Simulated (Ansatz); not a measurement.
The system is Fe.

```xyz
2
Lattice="2.4342 0.0000 0.0000 -1.2171 2.1080 0.0000 0.0000 0.0000 3.8419" Properties=species:S:1:pos:R:3 pbc="T T T"
Fe    1.2171    0.7027    2.8815
Fe    0.0000    1.4054    0.9605
```

This isn't the form of Fe at room conditions, which is bcc.

```yaml
Program: Ansatz 0.2.0
Task: relaxation of cell and atoms
Functional: HSEsol
Potentials_or_basis: Ansatz PAW
Cutoff: "420 eV (not typed: the program's choice for these potentials)"
k_mesh: 6 × 6 × 4
Occupations: fermi-dirac, width 0.05 eV
Spin: collinear spin, ferromagnetic start
Starting_moments: "[3.0, 3.0] μB"
```

At the start: volume 9.86 Å³/atom.

Q: How do energy, volume and symmetry change on relaxing?

A: It ends after 13 steps and the volume is 12.02 Å³/atom (+22.0 %); space group P6_3/mmc (No. 194, to 0.05 Å); moment 5.53 μB per cell.

Step by step:
```
step  energy change (eV)  largest force (eV/Å)  volume (Å³)
   1              0.0000                0.0000        19.71
   2             -0.5126                0.0000        21.30
   3             -0.7608                0.0000        22.71
   4             -0.8219                0.0000        23.61
   5             -0.8222                0.0000        23.69
   6             -0.8222                0.0000        23.72
   7             -0.8515                0.0000        23.72
   8             -0.8556                0.0000        23.96
   9             -0.8558                0.0000        24.05
  10             -0.8558                0.0000        24.06
  11             -0.8563                0.0000        24.06
  12             -0.8563                0.0000        24.05
  13             -0.8563                0.0000        24.05
```

Final structure:
```
CELL_PARAMETERS angstrom
2.50255 0.00000 0.00000
-1.25127 2.16727 0.00000
0.00000 0.00000 4.43421
ATOMIC_POSITIONS crystal
Fe 0.66667 0.33333 0.75000
Fe 0.33333 0.66667 0.25000
```

Caveat: the k mesh is coarse (spacing up to 0.50 Å⁻¹), so the values aren't converged, least of all with exact exchange; the magnetic or orbital state may not be the lowest; the volume moved by over 15 % at a fixed basis, so the end points are rough; the plane-wave basis is chosen anew once the cell has moved, so the energies of steps on either side of that aren't comparable; the PAW data sets come from PBE, with cores solved anew for the run's functional, which leaves a small shift of forces and pressure.
